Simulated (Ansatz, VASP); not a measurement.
**One calculation of B, two programs**

```
B
1.0
     1.85976    0.00000    0.00000
     0.00000    1.85976    0.00000
     0.00000    0.00000    1.85976
B
1
Direct
  0.50000 0.50000 0.50000
```

The cell was built by a generator and needn't be a form met in nature.

Alike in both runs: task single point; functional PBE; k mesh 14 × 14 × 14; occupations fermi-dirac, width 0.05 eV; no spin polarisation.

```csv
,VASP,Ansatz
version,VASP 6.6.1,Ansatz 0.2.0
potentials or method,"VASP PAW PBE potentials, release 64 (B)",Ansatz PAW soft_1
plane-wave cutoff (eV),520,420
valence electrons in the cell,3,3
```

Ansatz gave:

- gap on the k mesh at the Fermi level (eV): none
- pressure (GPa): 10.6

Question: Which values does VASP return?

Answer: gap on the k mesh at the Fermi level (eV): none; pressure (GPa): 10.7.

A gap of «none» marks a metal or a gap that the smearing closes.
